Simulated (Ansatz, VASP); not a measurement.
## InGe2: VASP beside Ansatz

Aim: how closely do two programs agree when they are given the same cell, functional and k mesh? The cell is generated by rule, not measured, and may not be a known phase. Of the first pair: The cell is taken from a series of runs on this material, whose earlier steps may have relaxed, scaled, displaced or heated it; both programs get it as it stands.

Program: Ansatz 0.2.0. Level of theory: plane waves, with VASP 6.6.1 beside it; relaxation of cell and atoms at PBE. Results are calculated unless marked as measured.

The structure was built from a prototype and need not be the compound's stable phase.

**1. Set-up**

It takes space group P6_3/mmc (No. 194, hexagonal). Conventional cell: a = 4.481 Å, b = 4.481 Å, c = 8.358 Å, α = 90.00°, β = 90.00°, γ = 120.00°. In has 6 Ge at 3.06 Å nearest. Nearest to Ge lie 3 Ge at 2.74 Å and 3 In at 3.06 Å. Farther neighbours are not listed.

**2. VASP: relaxation of cell and atoms, PBE, pair 1**

The relaxed volume is the usual yardstick between codes: in a stiff, nearly cubic crystal its relative difference is about their pressure difference at one cell divided by the bulk modulus.

Lines of VASP's logs that name or quote its potential files are left out, and so is its time.

File INCAR:

```
SYSTEM = InGe2
PREC = Accurate
ENCUT = 500
EDIFF = 1E-07
NELM = 120
ISMEAR = 1
SIGMA = 0.2
LREAL = .FALSE.
ALGO = Normal
GGA = PE
NBANDS = 50
LORBIT = 11
LWAVE = .FALSE.
LCHARG = .FALSE.
ISIF = 3
IBRION = 2
NSW = 80
EDIFFG = -0.005
LASPH = .TRUE.
GGA_COMPAT = .FALSE.
NELMIN = 4
KPAR = 2
```

File POSCAR:

```
InGe2
1.0
    4.4813100000      0.0000040000      0.0000000000
    2.2406520000      3.8809300000      0.0000000000
    0.0000000000      0.0000000000      8.3579320000
In Ge
2 4
Direct
    0.0000000000      0.0000000000      0.0000000000
    0.0000000000      0.0000000000      0.5000000000
    0.6666666667      0.6666666667      0.3038410698
    0.6666666667      0.6666666667      0.6961589302
    0.3333333333      0.3333333333      0.1961589302
    0.3333333333      0.3333333333      0.8038410698
```

File KPOINTS:

```
Automatic mesh
0
Gamma
9 9 4
0 0 0
```

The projector-augmented-wave data sets are In_d and Ge_d (PBE family, release 64).

Run with:

```bash
$ mpirun -np 2 vasp_std
```

Numbers of over 12 decimals in the logs are rounded to 6 here.

The program printed:

```text
[banner, memory and clock lines left out]
running    2 mpi-ranks, on    1 nodes
 distrk:  each k-point on    1 cores,    2 groups
 distr:  one band on    1 cores,    1 groups

 POSCAR found type information on POSCAR InGe
 POSCAR found :  2 types and       6 ions
 LDA part: xc-table for (Slater+PW92), standard interpolation
 POSCAR, INCAR and KPOINTS ok, starting setup
 FFT: planning ... GRIDC
 FFT: planning ... GRID_SOFT
 FFT: planning ... GRID
 WAVECAR not read
 entering main loop
       N       E                     dE             d eps       ncg     rms          rms(c)
DAV:   1     0.900090893327E+03    0.90009E+03   -0.37736E+04  4162   0.386E+03
DAV:   2     0.166480776496E+03   -0.73361E+03   -0.71216E+03  3600   0.974E+02
DAV:   3    -0.709623386017E+01   -0.17358E+03   -0.16996E+03  3698   0.269E+02
DAV:   4    -0.216469944106E+02   -0.14551E+02   -0.14233E+02  4256   0.830E+01
DAV:   5    -0.221621838401E+02   -0.51519E+00   -0.51303E+00  4380   0.166E+01    0.483E+00
DAV:   6    -0.219891773427E+02    0.17301E+00   -0.50558E-01  5274   0.563E+00    0.208E+00
DAV:   7    -0.219538146593E+02    0.35363E-01   -0.15313E-01  4782   0.232E+00    0.583E-01
DAV:   8    -0.219525608446E+02    0.12538E-02   -0.19267E-02  4136   0.113E+00    0.242E-01
DAV:   9    -0.219527659187E+02   -0.20507E-03   -0.13937E-03  4684   0.293E-01    0.180E-01
DAV:  10    -0.219528064924E+02   -0.40574E-04   -0.18710E-04  4742   0.108E-01    0.157E-02
DAV:  11    -0.219527939770E+02    0.12515E-04   -0.47094E-05  4978   0.454E-02    0.603E-03
DAV:  12    -0.219527961125E+02   -0.21354E-05   -0.13251E-05  4182   0.137E-02    0.512E-03
DAV:  13    -0.219527957266E+02    0.38582E-06   -0.14705E-06  4050   0.814E-03    0.258E-03
DAV:  14    -0.219527955906E+02    0.13600E-06   -0.19001E-07  2778   0.255E-03    0.681E-04
DAV:  15    -0.219527954547E+02    0.13594E-06   -0.20812E-08  2064   0.113E-03    0.163E-04
DAV:  16    -0.219527954448E+02    0.98480E-08   -0.77154E-09  2020   0.682E-04
   1 F= -.21952795E+02 E0= -.21950943E+02  d E =-.219528E+02
[... from here on, the cycles between the ionic steps are left out ...]
   2 F= -.21979483E+02 E0= -.21977545E+02  d E =-.266880E-01
   3 F= -.21980618E+02 E0= -.21978717E+02  d E =-.278221E-01
  23 F= -.22237561E+02 E0= -.22237784E+02  d E =-.101895E-01
  24 F= -.22237792E+02 E0= -.22238049E+02  d E =-.230874E-03
  25 F= -.22238106E+02 E0= -.22238446E+02  d E =-.544942E-03
  26 F= -.22238143E+02 E0= -.22238522E+02  d E =-.582464E-03
  27 F= -.22238246E+02 E0= -.22238591E+02  d E =-.102689E-03
  28 F= -.22238306E+02 E0= -.22238620E+02  d E =-.162610E-03
  29 F= -.22238251E+02 E0= -.22238523E+02  d E =-.108180E-03
  30 F= -.22238314E+02 E0= -.22238615E+02  d E =-.170824E-03
  31 F= -.22238347E+02 E0= -.22238606E+02  d E =-.327992E-04
 trial-energy change:   -0.000033  1 .order   -0.000021   -0.000048    0.000006
 step:   1.0764(harm=  1.0093)  dis= 0.00055  next Energy=   -22.238347 (dE=-0.329E-04)
 bond charge predicted
       N       E                     dE             d eps       ncg     rms          rms(c)
DAV:   1    -0.222383470183E+02   -0.19788E-06   -0.40608E-05  5170   0.608E-02    0.717E-03
DAV:   2    -0.222383457004E+02    0.13179E-05   -0.27560E-06  4368   0.210E-02    0.359E-03
DAV:   3    -0.222383454265E+02    0.27389E-06   -0.66076E-07  3492   0.964E-03    0.894E-04
DAV:   4    -0.222383456178E+02   -0.19133E-06   -0.22092E-07  2438   0.396E-03    0.545E-04
DAV:   5    -0.222383456562E+02   -0.38401E-07   -0.17371E-08  1820   0.112E-03
  32 F= -.22238346E+02 E0= -.22238607E+02  d E =-.316556E-04
 curvature:  -0.54 expect dE=-0.580E-05 dE for cont linesearch -0.246E-05
 trial: gam=-0.15245 g(F)=  0.475E-07 g(S)=  0.107E-04 ort = 0.173E-04 (trialstep = 0.112E+01)
 search vector abs. value=  0.703E-05
 reached required accuracy - stopping structural energy minimisation
```

From OUTCAR (step 2):

```text
ion  position               nearest neighbor table
   1  0.000  0.000  0.000-   5 3.06   6 3.06   5 3.06   6 3.06   5 3.06   6 3.06
   2  0.000  0.000  0.500-   3 3.06   4 3.06   3 3.06   4 3.06   3 3.06   4 3.06
   3  0.667  0.667  0.304-   5 2.74   5 2.74   5 2.74   2 3.06   2 3.06   2 3.06
   4  0.667  0.667  0.696-   6 2.74   6 2.74   6 2.74   2 3.06   2 3.06   2 3.06
   5  0.333  0.333  0.196-   3 2.74   3 2.74   3 2.74   1 3.06   1 3.06   1 3.06
   6  0.333  0.333  0.804-   4 2.74   4 2.74   4 2.74   1 3.06   1 3.06   1 3.06

  LATTYP: Found a hexagonal cell.
 ALAT       =     4.4813099703
 C/A-ratio  =     1.8650644690

 Subroutine GETGRP returns: Found 24 space group operations
 (whereof 12 operations were pure point group operations)

The static configuration has the point symmetry D_3h.
 The point group associated with its full space group is D_6h.

 Found     36 irreducible k-points:

   k-points           NKPTS =     36   k-points in BZ     NKDIM =     36   number of bands    NBANDS=     50

   dimension x,y,z NGX =    36 NGY =   36 NGZ =   64
   dimension x,y,z NGXF=    72 NGYF=   72 NGZF=  128

   ENCUT  =  500.0 eV  36.75 Ry    6.06 a.u.   8.17  8.17 15.24*2*pi/ulx,y,z

   NELECT =      82.0000    total number of electrons

 k-points in reciprocal lattice and weights: Automatic mesh
   0.00000000  0.00000000  0.00000000       0.003
   0.11111111  0.00000000  0.00000000       0.019
   0.22222222  0.00000000  0.00000000       0.019
   0.33333333  0.00000000  0.00000000       0.019
   0.44444444  0.00000000  0.00000000       0.019
   0.22222222  0.11111111  0.00000000       0.019
   0.33333333  0.11111111  0.00000000       0.037
   0.44444444  0.11111111  0.00000000       0.037
  -0.44444444  0.11111111  0.00000000       0.019
[...]
-0.44444444  0.22222222  0.50000000       0.037
  -0.33333333  0.33333333  0.50000000       0.006

 average (electrostatic) potential at core
       1 -95.6976       2 -95.6976       3 -73.4228       4 -73.4228       5 -73.4228
       6 -73.4228

 E-fermi :   5.6066

 k-point     1 :       0.0000    0.0000    0.0000
  band No.  band energies     occupation
    ...
     36       4.8986      2.00001
     37       5.4885      1.83133
     38       5.4885      1.83132
     39       5.6059      1.00575
     40       5.6059      1.00575
     41       6.4343     -0.00000
     42       6.7952     -0.00000
     43       7.9606     -0.00000
     44       7.9606     -0.00000
     45       8.6631     -0.00000
    ...

 k-point     2 :       0.1111    0.0000    0.0000
  band No.  band energies     occupation
    ...
     35       0.6564      2.00000
     36       3.4297      2.00000
     37       4.2314      2.00000
     38       5.0891      2.00155
     39       5.3093      2.05652
     40       6.0701     -0.00503
     41       6.4897     -0.00000
     42       7.3548     -0.00000
     43       7.6738     -0.00000
     44       8.2630     -0.00000
    ...

 k-point     3 :       0.2222    0.0000    0.0000
  band No.  band energies     occupation
    ...
     36       1.7960      2.00000
     37       2.8364      2.00000
     38       4.4104      2.00000
     39       4.7518      2.00000
     40       4.9054      2.00001
     41       6.5480     -0.00000
     42       6.8230     -0.00000
     43       6.8522     -0.00000
     44       7.6210     -0.00000
     45       8.2075     -0.00000
    ...

  Total        0.0181356      0.0181356     -0.0260400      0.0000000     -0.0000000      0.0000000
  in kB        0.2006050      0.2006049     -0.2880381      0.0000000     -0.0000000      0.0000000
  external PRESSURE =       0.0377239 kB  Pullay stress =       0.0000000 kB

  energy-cutoff  :      500.00
  volume of cell :      144.84
      direct lattice vectors                 reciprocal lattice vectors
     3.986948606  0.000003502  0.000000000     0.250818510 -0.144809872  0.000000000
     1.993471584  3.452800323  0.000000000    -0.000000254  0.289620138 -0.000000000
     0.000000000  0.000000000 10.521797546    -0.000000000  0.000000000  0.095040795

 POSITION                                       TOTAL-FORCE (eV/Angst)
 -----------------------------------------------------------------------------------
      0.00000      0.00000      0.00000        -0.000000      0.000000      0.000000
      0.00000      0.00000      5.26090         0.000000     -0.000000     -0.000000
      3.98695      2.30187      3.17073         0.000000      0.000000      0.000496
      3.98695      2.30187      7.35107        -0.000000     -0.000000     -0.000496
      1.99347      1.15093      2.09017        -0.000000     -0.000000     -0.000496
      1.99347      1.15093      8.43162         0.000000      0.000000      0.000496
 -----------------------------------------------------------------------------------
    total drift:                                0.000000      0.000000     -0.000000

  FREE ENERGIE OF THE ION-ELECTRON SYSTEM (eV)
  ---------------------------------------------------
  free  energy   TOTEN  =       -22.2383456562 eV

  energy  without entropy=      -22.2391290040  energy(sigma->0) =      -22.23860677

 reached required accuracy - stopping structural energy minimisation

 total charge
# of ion       s       p       d       tot
------------------------------------------
    1        1.032   0.386   9.853  11.272
    2        1.032   0.386   9.853  11.272
    3        1.190   1.093  10.010  12.293
    4        1.190   1.093  10.010  12.293
    5        1.190   1.093  10.010  12.293
    6        1.190   1.093  10.010  12.293
--------------------------------------------------
tot          6.824   5.144  59.748  71.716

[... 3 further parts left out ...]
```

**3. Ansatz: relaxation of cell and atoms, PBE, pair 1**

Ansatz runs on its NC files.

The same cell, functional, mesh and smearing now go to Ansatz, which takes its cutoff from its data sets.

File input.yaml:

```yaml
crystal:
  lattice:
    - [4.4813099044, 3.7191e-06, 0.0]
    - [2.2406517314, 3.880930079, 0.0]
    - [0.0, 0.0, 8.3579319619]
  atoms:
    - { symbol: In, position: [1.0, 0.0, 0.0] }
    - { symbol: In, position: [1.0, 0.0, 0.5] }
    - { symbol: Ge, position: [0.6666666667, 0.6666666667, 0.30384107] }
    - { symbol: Ge, position: [0.6666666667, 0.6666666667, 0.69615893] }
    - { symbol: Ge, position: [0.3333333333, 0.3333333333, 0.19615893] }
    - { symbol: Ge, position: [0.3333333333, 0.3333333333, 0.80384107] }
kpoints:
  mp_grid: { grid: [9, 9, 4] }
hamiltonian:
  xc: pbe
  pseudopotentials: { kind: nc }
scf:
  occupations: { method: methfessel_paxton, width: 0.2 }
output:
  forces: true
  stress: true
  eigenvalues: true
  write_density: true
  write_potential: true
  elf: true
  volumetric_format: npy
relax:
  adjacent_minimum: "off"
  f_tol: 0.002
  max_steps: 120
  cell: { stress_tol: 0.03 }
```

Run with:

```bash
$ ansatz run input.yaml --threads 8 --pin off --max-ram 14336MiB --backend cpu --events-out ev --progress --plain --runs-dir out
```

The program printed:

```text
Engine: ansatz 0.2.0, aarch64-unknown-linux-gnu
Pseudopotentials: kind: nc
Pseudopotential: In, nc, valence charge 13, recommended cutoff 952.398519 eV (normal), In.nc.azcp
Pseudopotential: Ge, nc, valence charge 14, recommended cutoff 1061.244064 eV (normal), Ge.nc.azcp
Functional definition: PBE
  parameter kappa = 0.804
  parameter beta = 0.066725
  exchange = pbe_x(kappa = kappa, mu = beta*pi^2/3)
  correlation = pbe_c(beta = beta)
Crystal: 6 atoms, lattice volume = 145.358 Å³
Basis set: ecut = 1061.244064 eV, 11415 PW (Γ), exchange–correlation on 96×96×180 points (8 copies of the dense FFT grid, shifted against one another)
Bands: 50, of which v1, the nominal top of the filled ones, is band 41 counted from 1 (40 counted from 0)
Symmetry: 24 space group operations
Space group: P63/mmc (ITA 194), of the structure as read, at distance tolerance 5.3e-5 Å
k-points: 36 of 324
Non-local potential: In, projectors of the file, l = 0: 2, l = 1: 2, l = 2: 2, l = 3: 1
Non-local potential: Ge, projectors of the file, l = 0: 2, l = 1: 2, l = 2: 2
Initial density: superposition of atomic densities (chi_scale 0.1, normalization cell, long waves kept (reshape's long-wave potential 0.00 eV rms))
Initial wavefunctions: pseudopotential atomic-orbital guess
Functional: x = pbe(κ = 0.804, μ = 0.219515), c = pbe(β = 0.066725)
SCF iter   1: F=—  HF=-13336.439137 eV  |F-HF|=—  |Δ(HF+E_count)|=         —  Δρ=1.81e-2  dr2=4.26e-1  ethr=3.10e-3  ⟨swp⟩=6.4  Hψ=6451  notcnv=0
preconditioner: auto → Kerker (q_TF=auto, 2.480 Å⁻¹)  [metal: Δε(μ)=0.011 eV  Ē_g=19.365 eV  σ=0.200 eV  W_gap=0.04  n_scr=36 (ndim 8)  ℏωp=27.9 eV  f_vac=0.000  D(μ)=3.34/eV (n_scr^D=22)]
SCF iter   2: F=—  HF=-13336.351308 eV  |F-HF|=—  |Δ(HF+E_count)|=   8.78e-2  S|Δr|=    0.00e0  Δρ=1.08e-2  dr2=1.69e-1  ethr=5.20e-4  ⟨swp⟩=1.0  Hψ=2088  notcnv=0
SCF iter   3: F=—  HF=-13336.315480 eV  |F-HF|=—  |Δ(HF+E_count)|=   3.58e-2  S|Δr|=    0.00e0  Δρ=2.87e-3  dr2=9.43e-3  ethr=2.06e-4  ⟨swp⟩=2.6  Hψ=3069  notcnv=0
SCF iter   4: F=—  HF=-13336.315425 eV  |F-HF|=—  |Δ(HF+E_count)|=   5.54e-5  S|Δr|=    0.00e0  Δρ=1.49e-3  dr2=1.55e-3  ethr=1.15e-5  ⟨swp⟩=2.0  Hψ=3206  notcnv=0
SCF iter   5: F=—  HF=-13336.315222 eV  |F-HF|=—  |Δ(HF+E_count)|=   2.03e-4  S|Δr|=    0.00e0  Δρ=3.67e-4  dr2=2.49e-4  ethr=1.89e-6  ⟨swp⟩=2.1  Hψ=3201  notcnv=0
SCF iter   6: F=—  HF=-13336.315312 eV  |F-HF|=—  |Δ(HF+E_count)|=   9.02e-5  S|Δr|=    0.00e0  Δρ=1.63e-4  dr2=3.59e-5  ethr=3.03e-7  ⟨swp⟩=2.8  Hψ=2929  notcnv=0
SCF iter   7: F=—  HF=-13336.315681 eV  |F-HF|=—  |Δ(HF+E_count)|=   3.68e-4  S|Δr|=    0.00e0  Δρ=5.08e-5  dr2=3.42e-6  ethr=4.37e-8  ⟨swp⟩=2.6  Hψ=3296  notcnv=0  defer=1
SCF iter   8: F=—  HF=-13336.315681 eV  |F-HF|=—  |Δ(HF+E_count)|=   1.20e-7  S|Δr|=    0.00e0  Δρ=1.03e-5  dr2=2.45e-7  ethr=4.17e-9  ⟨swp⟩=3.0  Hψ=3443  notcnv=0  defer=1
SCF iter   9: F=-13336.315681 eV  HF=-13336.315681 eV  |F-HF|=8.09e-9  |Δ(HF+E_count)|=   3.95e-8  S|Δr|=    0.00e0  Δρ=3.51e-6  dr2=2.14e-8  ethr=1.22e-10  ⟨swp⟩=21.0  Hψ=17542  notcnv=0
SCF 1 converged in 9 iterations: F = -13336.315681 eV  dr2 = 2.14e-8
relax step   1: F+E_penalty+E_count = -13336.31568072 eV  Δ(F+E_penalty+E_count) = +0.000e0 eV  max|allowed force component| = 1.685e-1 eV/Å  Δτ_max = 0.0000 Å  P = -1.274 GPa  Ω = 145.358 Å³  (9 SCF iters, dr2 threshold 1.00e-7 eV, accepted)
[...]
relax step  23: F+E_penalty+E_count = -13336.62304382 eV  Δ(F+E_penalty+E_count) = -1.129e-3 eV  max|allowed force component| = 3.725e-3 eV/Å  Δτ_max = 0.0025 Å  P = +0.022 GPa  Ω = 145.148 Å³  energy of the carried Pulay correction = -8.059e-5 eV  (4 SCF iters, dr2 threshold 2.64e-7 eV, accepted)
[...]
relax step  24: F+E_penalty+E_count = -13336.62309529 eV  Δ(F+E_penalty+E_count) = -5.147e-5 eV  max|allowed force component| = 5.667e-4 eV/Å  Δτ_max = 0.0004 Å  P = -0.003 GPa  Ω = 145.214 Å³  energy of the carried Pulay correction = -9.100e-5 eV  (5 SCF iters, dr2 threshold 1.27e-8 eV, accepted)
[...]
relax step  25: F+E_penalty+E_count = -13336.62323124 eV  Δ(F+E_penalty+E_count) = -1.360e-4 eV  max|allowed force component| = 5.704e-4 eV/Å  Δτ_max = 0.0000 Å  P = -0.000 GPa  Ω = 145.214 Å³  stress off target by 1.13e-2 GPa  SCF on the basis re-selected at this cell (its energy is not comparable with the rows above)  (5 SCF iters)
basis re-selected at this cell: Δ(F+E_penalty+E_count) = -1.360e-4 eV, ΔP = +0.002 GPa vs the last step (what re-selecting the basis moved, of the pressure what is left beyond the Pulay correction that the steps carried, after the strain that the cell walked since its last selection, with what the two solves' SCF thresholds leave and, on support functions, any second-order correction that the steps lacked; it is no m [...]
SCF converged after 5 iterations
Stability not checked: this state was not tested for a lower state beside it, because cold or Methfessel-Paxton smearing, or corrected tetrahedra, fill the levels in a way that the test cannot read (fill_not_monotonic; see scf.lower_state_search)
Free energy (F): -13336.623231 eV
Harris-Foulkes:  -13336.623231 eV  (|F-HF|=3.64e-12)
Internal energy: -13336.624760 eV  (E = F + TS)
E sigma→0 (E₀):  -13336.623613 eV
Entropy (-TS):   0.001529 eV (0.255 meV/atom)
Fermi energy:    9.520179 eV
--- Per-component energies (eV) ---
  E_band       = -588.118193
  E_kinetic    = 9569.651439
  E_local      = -10869.267142  (includes V_loc(G=0)·N_el)
  E_nonlocal   = -4570.911290
  E_hartree    = 3746.523129
  E_xc         = -3463.233289
  E_vxc        = -2210.637566  (∫ρ·V_xc dr)
  E_ewald      = -7749.387608
  E_smearing   = 0.001529  (= −TS)
  E_closure    = 0.000000  (closes the sum)
  Σ components = -13336.623231   (vs F -13336.623231, Δ=0.00e0)
--- Forces (eV/Å), atoms counted from 1 ---
  atom   1  In    -0.00000000     0.00000000    -0.00000000
  atom   2  In     0.00000000    -0.00000000     0.00000000
  atom   3  Ge     0.00000000    -0.00000000    -0.00057043
  atom   4  Ge     0.00000000    -0.00000000     0.00057043
  atom   5  Ge    -0.00000000     0.00000000     0.00057043
  atom   6  Ge    -0.00000000     0.00000000    -0.00057043
  max |Σ_I F_I| component: 2.31e-17 eV/Å
--- Stress (GPa, compression-positive) ---
       -0.005884       0.000000       0.000000
        0.000000      -0.005884      -0.000000
        0.000000      -0.000000       0.011328
  P = ⅓ Tr σ = -0.0001 GPa (-0.001 kbar)
--- Band table (eV; the first three rows and the last of 36) ---
  k-point 0: bands = [... 37 lower, 9.4195, 9.5349, 9.5349, 10.3136, 10.7198, 11.8978, 11.8978, 12.5586, ... 5 higher]
  k-point 1: bands = [... 37 lower, 9.4349, 9.5163, 9.5163, 10.4255, 10.6738, 12.0019, 12.0019, 12.6970, ... 5 higher]
  k-point 2: bands = [... 37 lower, 9.4740, 9.4740, 9.4740, 10.5638, 10.5638, 12.2930, 12.2930, 12.2930, ... 5 higher]
  k-point 35: bands = [... 37 lower, 6.9945, 7.0530, 7.0530, 7.6285, 7.6285, 11.3433, 11.3433, 12.3952, ... 5 higher]
--- Relaxed structure (21 steps of the walk, 20 accepted, 4 SCFs on fresh bases) ---
  F+E_penalty+E_count = -13336.62323124 eV   max|allowed force component| = 5.704e-4 eV/Å   (the final SCF, on the basis selected at the relaxed cell)
  cell:  # Å, volume = 145.2144 Å³
    - [3.985524, 3.3076224650071883e-6, 1.2635752750583031e-17]
    - [1.992759, 3.451567, 6.317867293693727e-18]
    - [2.3566493732770325e-17, 0, 10.556213]
  atoms:
    - { symbol: In, position: [1.000000, 0, 3.891640339121755e-19] }
    - { symbol: In, position: [1.000000, 0, 0.500000] }
    - { symbol: Ge, position: [0.666667, 0.666667, 0.301296] }
    - { symbol: Ge, position: [0.666667, 0.666667, 0.698704] }
    - { symbol: Ge, position: [0.333333, 0.333333, 0.198704] }
    - { symbol: Ge, position: [0.333333, 0.333333, 0.801296] }
```

**4. Comparison**

Known differences besides the potentials themselves: the cutoff is 1061.24 eV in Ansatz and 500 eV in VASP; Ansatz adds a Pulay correction to the stress that steers its cell, VASP none. Total energies have different zeros and are not compared.

Both answers:

```csv
quantity,Ansatz,VASP,difference
volume (Å³),145.21,144.84,+0.26 %
"edge a after relaxation, in the typed setting (Å)",3.986,3.987,-0.04 %
"edge c after relaxation, in the typed setting (Å)",10.556,10.522,+0.33 %
```

(Continued in part 2 of 2.)

[Lines on the potential files, build, host, timing and source positions are cut from VASP's logs without a mark.]

[Logs are printed without paths, hosts, clocks, repeated set-up lines and the standing remarks that a program may print on its own settings, such as how far it seeks lower states.]

[Hosts, paths, dates, database ids (printed as entryN), source tags and the programs' standing remarks are cut or masked in the printed files.]
